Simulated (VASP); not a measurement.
Crystal: Mn3Sb.

```
CELL_PARAMETERS angstrom
3.81338 0.00000 0.00000
0.00000 3.81338 0.00000
0.00000 0.00000 3.81338
ATOMIC_POSITIONS crystal
Sb 0.00000 0.00000 0.00000
Mn 0.50000 0.00000 0.50000
Mn 0.50000 0.50000 0.00000
Mn 0.00000 0.50000 0.50000
```

The cell comes from a database or a generator and needn't be the stable form of this composition.

- Program: VASP 6.6.1
- Task: relaxation of cell and atoms
- Functional: r2SCAN
- Dispersion: D4
- Potentials or basis: VASP PAW PBE potentials, release 64 (Sb, Mn_pv)
- Cutoff: 600 eV
- k mesh: 7 × 7 × 7
- Occupations: methfessel-paxton, width 0.1 eV
- Spin: collinear spin, ferromagnetic start
- Starting moments: [0.0, 4.0, 4.0, 4.0] μB

At the start: pressure 10.7 GPa; volume 13.86 Å³/atom.

Q: Where does the relaxation end?

A: Over 4 steps the energy falls by 88.5 meV/atom and the volume is 16.09 Å³/atom (+16.1 %); space group Pm-3m (No. 221, to 0.05 Å); moment 10.71 μB per cell.

The path:
| step | energy change (eV) | largest force (eV/Å) | pressure (GPa) | volume (Å³) |
| --- | --- | --- | --- | --- |
| 1 | 0.0000 | 0.0000 | 10.70 | 55.45 |
| 2 | -0.3464 | 0.0000 | 2.31 | 63.22 |
| 3 | -0.3527 | 0.0000 | -0.81 | 64.79 |
| 4 | -0.3540 | 0.0000 | -0.09 | 64.38 |

Final structure:
```xyz
4
Lattice="4.0078 0.0000 0.0000 0.0000 4.0078 0.0000 0.0000 0.0000 4.0078" Properties=species:S:1:pos:R:3 pbc="T T T"
Sb    0.0000    0.0000    0.0000
Mn    2.0039    0.0000    2.0039
Mn    2.0039    2.0039    0.0000
Mn    0.0000    2.0039    2.0039
```

Caveat: the volume moved by over 15 % at a fixed basis, so the end points are rough; the PAW data sets were made with another functional, which shifts forces and pressure a little; only a ferromagnetic start was run, and an antiferromagnetic order may lie lower in energy; pairwise dispersion overbinds metals, which lowers pressure and volume.
